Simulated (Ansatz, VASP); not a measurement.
This is a calculation of NaF (Villiaumite) for VASP 6.6.1.

File POSCAR:

```
NaF
1.0
    0.0000000000      2.2726397722      2.2726397722
    2.2726397722      0.0000000000      2.2726397722
    2.2726397722      2.2726397722      0.0000000000
Na F
1 1
Direct
    0.0000000000      0.0000000000      0.0000000000
    0.5000000000      0.5000000000      0.5000000000
```

INCAR.step1

```
ALGO = Normal
EDIFF = 1E-4
ENCUT = 520
GGA = PE
ISMEAR = -1
LASPH = T
LCHARG = F
LREAL = F
LWAVE = T
NBANDS = 14
NELM = 100
PREC = Accurate
SIGMA = 0.05
```

The input INCAR.step2:

```
ALGO = Normal
EDIFF = 1E-6
ENCUT = 520
ISIF = 2
ISMEAR = -1
ISTART = 1
LASPH = T
LCHARG = T
LELF = T
LMIXTAU = T
LREAL = F
LVHAR = T
LWAVE = F
METAGGA = R2SCAN
NBANDS = 14
NELM = 100
PREC = Accurate
SIGMA = 0.05
```

File KPOINTS:

```
k-points
0
Gamma
  10 10 10
```

Potentials or basis: VASP PAW PBE potentials, release 64 (Na_pv, F).

Command:

```console
$ cat potpaw_PBE.64/Na_pv/POTCAR potpaw_PBE.64/F/POTCAR > POTCAR
$ cp INCAR.step1 INCAR
$ mpirun -np 1 vasp_std > vasp.out
$ cp INCAR.step2 INCAR
$ mpirun -np 1 vasp_std > vasp.out
```

Translate it to Ansatz 0.2.0. Potentials there: Ansatz PAW.

As run (the cutoff follows the program's own potentials):

Contents of input.yaml:

```yaml
crystal:
  lattice:
    - [0.0, 2.2726397722, 2.2726397722]
    - [2.2726397722, 0.0, 2.2726397722]
    - [2.2726397722, 2.2726397722, 0.0]
  atoms:
    - { symbol: Na, position: [0.0, 0.0, 0.0] }
    - { symbol: F, position: [0.5, 0.5, 0.5] }
hamiltonian:
  xc: r2scan
  pseudopotentials: { kind: paw }
kpoints:
  mp_grid: { grid: [10, 10, 10] }
scf:
  occupations: { method: fermi_dirac, width: 0.05 }
output:
  forces: true
  stress: true
  eigenvalues: true
```

Potentials or basis: Ansatz PAW.

Launch:

```console
$ ansatz run input.yaml --threads 1 --pin off --max-ram 3584MiB --backend cpu --events-out ev --progress --plain --runs-dir out
```

Both were run:

|  | VASP | Ansatz | Ansatz less VASP |
| --- | --- | --- | --- |
| gap on the k mesh at the Fermi level (eV) | 7.51 | 7.47 | -0.041 |
| least direct gap on the mesh (eV) | 7.51 | 7.47 | -0.041 |
| pressure (GPa) | 1.2 | 1.9 | +0.72 |

The functional is the same, so the differences come from potentials, cutoffs and numerics. The two sets of potentials don't hold the same shells in valence.

Caveats: the PAW data sets were made with another functional, which shifts forces and pressure a little (VASP); the PAW data sets come from PBE, with cores solved anew for the run's functional, which leaves a small shift of forces and pressure (Ansatz). A k mesh can miss the band edges. r2SCAN opens gaps a little over a GGA but as a rule still falls short of measured ones.
